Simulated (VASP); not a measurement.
C: band structure with PBE

C:

```xyz
2
Lattice="0.0000 1.7775 1.7775 1.7775 0.0000 1.7775 1.7775 1.7775 0.0000" Properties=species:S:1:pos:R:3 pbc="T T T"
C     0.0000    0.0000    0.0000
C     0.8887    0.8887    0.8887
```

This isn't the form of C at room conditions, which is graphite.

| Quantity | Value |
| --- | --- |
| Program | VASP 6.6.1 |
| Task | band structure |
| Functional | PBE |
| Potentials or basis | VASP PAW PBE potentials, release 64 (C) |
| Cutoff | 520 eV |
| k mesh | 14 × 14 × 14 |
| Occupations | gaussian, width 0.03 eV |
| Spin | no spin polarisation |
| Further INCAR settings | ALGO = Normal; EDIFF = 1e-07 |

```json
{"Pressure": "7.0 GPa", "Band gap on the k mesh": "4.15 eV, indirect (least direct gap 5.62 eV)", "Band gap along the path": "4.17 eV, indirect (least direct gap 5.62 eV)"}
```

Levels at the corners of the path, in eV from the valence-band top:
| point | band 1 | band 2 | band 3 | band 4 | band 5 | band 6 | band 7 | band 8 |
| --- | --- | --- | --- | --- | --- | --- | --- | --- |
| Γ | -21.61 | 0.00 | 0.00 | 0.00 | 5.62 | 5.62 | 5.62 | 13.56 |
| X | -12.83 | -12.83 | -6.36 | -6.36 | 4.78 | 4.78 | 16.96 | 16.96 |
| X | -12.83 | -12.83 | -6.36 | -6.36 | 4.78 | 4.78 | 16.96 | 16.96 |
| W | -12.03 | -12.03 | -8.41 | -8.41 | 10.67 | 10.67 | 12.45 | 12.45 |
| W | -12.03 | -12.03 | -8.41 | -8.41 | 10.67 | 10.67 | 12.45 | 12.45 |
| K | -13.03 | -11.80 | -9.41 | -5.42 | 5.70 | 10.82 | 14.48 | 15.79 |
| K | -13.03 | -11.80 | -9.41 | -5.42 | 5.70 | 10.82 | 14.48 | 15.79 |
| Γ | -21.61 | 0.00 | 0.00 | 0.00 | 5.62 | 5.62 | 5.62 | 13.56 |
| Γ | -21.61 | 0.00 | 0.00 | 0.00 | 5.62 | 5.62 | 5.62 | 13.56 |
| L | -15.78 | -13.48 | -2.83 | -2.83 | 8.50 | 8.50 | 8.98 | 15.79 |
| L | -15.78 | -13.48 | -2.83 | -2.83 | 8.50 | 8.50 | 8.98 | 15.79 |
| U | -13.03 | -11.80 | -9.41 | -5.42 | 5.70 | 10.82 | 14.48 | 15.79 |
| U | -13.03 | -11.80 | -9.41 | -5.42 | 5.70 | 10.82 | 14.48 | 15.79 |
| W | -12.03 | -12.03 | -8.41 | -8.41 | 10.67 | 10.67 | 12.45 | 12.45 |
| W | -12.03 | -12.03 | -8.41 | -8.41 | 10.67 | 10.67 | 12.45 | 12.45 |
| L | -15.78 | -13.48 | -2.83 | -2.83 | 8.50 | 8.50 | 8.98 | 15.79 |
| L | -15.78 | -13.48 | -2.83 | -2.83 | 8.50 | 8.50 | 8.98 | 15.79 |
| K | -13.03 | -11.80 | -9.41 | -5.42 | 5.70 | 10.82 | 14.48 | 15.79 |
| U | -13.03 | -11.80 | -9.41 | -5.42 | 5.70 | 10.82 | 14.48 | 15.79 |
| X | -12.83 | -12.83 | -6.36 | -6.36 | 4.78 | 4.78 | 16.96 | 16.96 |

Run time: 8.9 s on 1 thread of Intel(R) Xeon(R) 6975P-C (Granite Rapids), with other jobs on the host, peak memory 0.12 GiB.

As with any semilocal functional, this PBE gap is likely too small.
